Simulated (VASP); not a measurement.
VASP 6.6.1 run: PbSe

INCAR

```
LWAVE = .FALSE.
GGA = PE
ENCUT = 500
LCHARG = .FALSE.
LREAL = .FALSE.
NSW = 0
NELM = 62
ISMEAR = -1
SIGMA = 0.02
ISIF = 2
PREC = Accurate
NBANDS = 17
LASPH = .TRUE.
IBRION = -1
EDIFF = 1E-7
```

KPOINTS

```
KPOINTS created by Atomic Simulation Environment
0
Gamma
8 8 8
0 0 0
```

POSCAR

```
Pb Se
 1.0000000000000000
     0.0000000000000000    2.9589767269000000    2.9589767269000000
     2.9589767269000000    0.0000000000000000    2.9589767269000000
     2.9589767269000000    2.9589767269000000    0.0000000000000000
 Pb  Se
   1   1
Cartesian
  0.0000000000000000  0.0000000000000000  0.0000000000000000
  2.9589767269000000  2.9589767269000000  2.9589767269000000
```

The recommended PBE PAW datasets give the neutral cell 20 valence electrons.

Command

```
mpirun -np 1 vasp_std
```

OSZICAR

```
N       E                     dE             d eps       ncg     rms          rms(c)
DAV:   1     0.156136042658E+03    0.15614E+03   -0.93258E+03   986   0.120E+03
DAV:   2     0.265509532778E+01   -0.15348E+03   -0.14839E+03  1060   0.309E+02
DAV:   3    -0.795563554018E+01   -0.10611E+02   -0.10527E+02  1263   0.875E+01
DAV:   4    -0.820397879496E+01   -0.24834E+00   -0.24814E+00  1199   0.142E+01
DAV:   5    -0.821148073821E+01   -0.75019E-02   -0.75015E-02  1352   0.250E+00    0.307E+00
DAV:   6    -0.798543672074E+01    0.22604E+00   -0.52328E-01  1543   0.554E+00    0.190E+00
DAV:   7    -0.797920488639E+01    0.62318E-02   -0.10372E-01  1224   0.169E+00    0.929E-01
DAV:   8    -0.798153798357E+01   -0.23331E-02   -0.91984E-03  1234   0.111E+00    0.741E-02
DAV:   9    -0.798147144686E+01    0.66537E-04   -0.10795E-03  1547   0.371E-01    0.524E-02
DAV:  10    -0.798150384809E+01   -0.32401E-04   -0.11465E-04  1181   0.803E-02    0.178E-02
DAV:  11    -0.798150889060E+01   -0.50425E-05   -0.46167E-05  1404   0.742E-02    0.121E-02
DAV:  12    -0.798150851725E+01    0.37335E-06   -0.31830E-06  1201   0.118E-02    0.331E-03
DAV:  13    -0.798150839727E+01    0.11998E-06   -0.46077E-07  1250   0.624E-03    0.154E-03
DAV:  14    -0.798150852539E+01   -0.12812E-06   -0.26087E-08   647   0.107E-03    0.564E-04
DAV:  15    -0.798150852528E+01    0.10550E-09   -0.65985E-09   658   0.124E-03
   1 F= -.79815085E+01 E0= -.79814208E+01  d E =-.175352E-03
```

Standard output (part)

```
POSCAR found type information on POSCAR PbSe
 POSCAR found :  2 types and       2 ions
 LDA part: xc-table for (Slater+PW92), standard interpolation
 POSCAR, INCAR and KPOINTS ok, starting setup
 WAVECAR not read
 entering main loop
```

From OUTCAR

```
k-points           NKPTS =     29   k-points in BZ     NKDIM =     29   number of bands    NBANDS=     17

   NELECT =      20.0000    total number of electrons

   dimension x,y,z NGX =    32 NGY =   32 NGZ =   32
   dimension x,y,z NGXF=    64 NGYF=   64 NGZF=   64

  energy-cutoff  :      500.00
  volume of cell :       51.81
      direct lattice vectors                 reciprocal lattice vectors
     0.000000000  2.958976727  2.958976727    -0.168977334  0.168977334  0.168977334
     2.958976727  0.000000000  2.958976727     0.168977334 -0.168977334  0.168977334
     2.958976727  2.958976727  0.000000000     0.168977334  0.168977334 -0.168977334

 k-points in reciprocal lattice and weights: KPOINTS created by Atomic Simulation Env
   0.00000000  0.00000000  0.00000000       0.002
   0.12500000  0.00000000  0.00000000       0.016
   0.25000000  0.00000000  0.00000000       0.016
   0.37500000  0.00000000  0.00000000       0.016
   0.50000000  0.00000000  0.00000000       0.008
   0.12500000  0.12500000  0.00000000       0.012
   0.25000000  0.12500000  0.00000000       0.047
   0.37500000  0.12500000  0.00000000       0.047
   ...

 E-fermi :   6.4605

 k-point     1 :       0.0000    0.0000    0.0000
  band No.  band energies     occupation
      1     -10.6538      2.00000
      2     -10.6538      2.00000
      3     -10.6517      2.00000
      4     -10.6517      2.00000
      5     -10.6517      2.00000
      6      -8.1312      2.00000
      7       0.2652      2.00000
      8       4.0226      2.00000
      9       4.0226      2.00000
     10       4.0226      2.00000
     11      11.3253      0.00000
     12      11.3253      0.00000
     13      11.3253      0.00000
     14      12.6682      0.00000
     15      12.6682      0.00000
     16      12.6682      0.00000
     17      14.2079      0.00000

 k-point     2 :       0.1250    0.0000    0.0000
  band No.  band energies     occupation
      1     -10.6592      2.00000
      2     -10.6592      2.00000
      3     -10.6511      2.00000
      4     -10.6448      2.00000
      5     -10.6448      2.00000
      6      -7.9903      2.00000
      7      -0.3068      2.00000
      8       4.0724      2.00000
      9       4.0724      2.00000
     10       4.4493      2.00000
     11      10.0981      0.00000
     12      10.5021      0.00000
     13      10.5021      0.00000
     14      12.5164      0.00000
     15      13.0529      0.00000
     16      13.0529      0.00000
     17      15.5898      0.00000

 k-point     3 :       0.2500    0.0000    0.0000
  band No.  band energies     occupation
      1     -10.6731      2.00000
      2     -10.6731      2.00000
      3     -10.6504      2.00000
      4     -10.6275      2.00000
      5     -10.6275      2.00000
      6      -7.5978      2.00000
      7      -1.4667      2.00000
      8       4.2172      2.00000
      9       4.2172      2.00000
     10       5.1967      2.00000
     11       8.5034      0.00000
     12       9.2168      0.00000
     13       9.2168      0.00000
     14      12.7529      0.00000
     15      13.9665      0.00000
     16      13.9665      0.00000
     17      17.9229      0.00000

 ...

  Total        3.0440162      3.0440162      3.0440162     -0.0000000     -0.0000000      0.0000000
  in kB       94.1245481     94.1245481     94.1245481     -0.0000000     -0.0000000      0.0000000
  external PRESSURE =      94.1245481 kB  Pullay stress =       0.0000000 kB

 POSITION                                       TOTAL-FORCE (eV/Angst)
 -----------------------------------------------------------------------------------
      0.00000      0.00000      0.00000        -0.000000     -0.000000     -0.000000
      2.95898      2.95898      2.95898         0.000000      0.000000      0.000000
 -----------------------------------------------------------------------------------
    total drift:                                0.000000     -0.000000     -0.000000

  FREE ENERGIE OF THE ION-ELECTRON SYSTEM (eV)
  ---------------------------------------------------
  free  energy   TOTEN  =        -7.9815085253 eV

  energy  without entropy=       -7.9813331737  energy(sigma->0) =       -7.98142085
```

It converged. Results: gap between bands v and c on the k mesh 0.10 eV; least direct gap on the k mesh 0.10 eV; pressure 9.4 GPa. Band v is the last that the valence electrons fill when counted band by band, and c is the next.

For comparison, a separate PBE run of the intended cell, on usual settings and not on those above, gives a gap of 0.10 eV on its mesh and a pressure of 9.4 GPa.

The run above took about 19 s on one core of a shared host (Intel Xeon Platinum 8488C) and held 0.18 GiB at most.
